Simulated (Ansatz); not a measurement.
# Structures of InSe: which is lowest?

Plane-wave DFT in Ansatz with scalar-relativistic PAW potentials, cutoff 420 eV, Γ-centred meshes chosen by cell and gap, Gaussian smearing with energies taken to zero width. Every cell was relaxed (cell and atoms) in a run of its own, within the symmetry of its start. Functional: PBEsol.

Relaxed structures (starts from databases or built by putting these elements on another compound's sites):
A. P6_3/mmc, 8 atoms in the computed cell, a = 4.006 Å, c = 17.002 Å; sites (symmetry × multiplicity) In 3m. × 4, Se 3m. × 4; start: database
B. C2/m, 4 atoms in the computed cell, a = 11.750 Å, b = 4.111 Å, c = 4.564 Å, β = 110.6°; sites (symmetry × multiplicity) In m × 4, Se m × 4; start: database
C. R3m, 4 atoms in the computed cell, a = 4.009 Å, c = 25.275 Å; sites (symmetry × multiplicity) In 3m × 3 + 3m × 3, Se 3m × 3 + 3m × 3; start: database

Q: Rank them by energy. Could pressure change the order?

A:
```tsv
structure	group	E − E(lowest) (meV/atom)	V (Å³/atom)	gap on mesh (eV)
C	R3m	0.0	29.31	0.37
A	P6_3/mmc	0.3	29.53	0.43
B	C2/m	11.7	25.78	0.69
```

C and A are level within the 2 meV/atom that separate runs leave open. B is denser by 3.53 Å³/atom, so pressure favours it: ΔE/ΔV, with ΔE in eV and 1 eV/Å³ = 160.2 GPa, gives about 0.5 GPa for equal enthalpy if both cells were rigid, a rough figure since the two compress differently. Without a dispersion term the weakly bound lowest cell is too large, so ΔV and this pressure are artefacts in part: a slight pressure closes the gap between layers first. Other structures may lie lower than all of these, and vibrations aren't counted.